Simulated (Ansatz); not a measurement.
## Sb under changes of volume

One of the cells (26.962 Å³/atom); the others are scaled copies at fixed shape and fractional positions:

```
Sb
1.0
    -1.57654    1.57654    2.71194
     1.57654   -1.57654    2.71194
     1.57654    1.57654   -2.71194
Sb
1
Cartesian
  0.0000 0.0000 0.0000
```

This isn't the form of Sb at room conditions, which is rhombohedral.

```yaml
Program: Ansatz 0.2.0
Functional: PBEsol
Potentials_or_basis: all-electron LAPW, scalar-relativistic
Cutoff: 201 eV (chosen from the basis error)
Basis_error_allowed: 0.0005 eV/atom
k_mesh: 12 × 12 × 12
Occupations: fermi-dirac, width 0.05 eV
Spin: no spin polarisation
```

| volume (Å³/atom) | energy over the lowest point (meV/atom) | pressure (GPa) |
| --- | --- | --- |
| 25.344 | 10.46 | 3.2 |
| 25.883 | 2.59 | 1.5 |
| 26.423 | 0.00 | 0.1 |
| 26.962 | 2.12 | -1.3 |
| 27.501 | 8.43 | -2.4 |
| 28.040 | ? | ? |
| 28.580 | 31.86 | -4.4 |

Q: What does the run at 28.040 Å³/atom give?

A: Energy over the lowest point 18.49 meV/atom; pressure -3.5 GPa.

Worked out: A Birch-Murnaghan fit of order 3 (a polynomial in V^(-2/3)) to the other rows has its minimum at 26.44 Å³/atom with B0 = V·E''(V) = 68 GPa and B' = 4.7 at fixed shape and positions, which overstates the stiffness. It gives 18.47 meV/atom at 28.040 Å³/atom, against the run's 18.49, and -dE/dV = -3.5 GPa, against -3.5.

Energies are extrapolated to zero smearing.
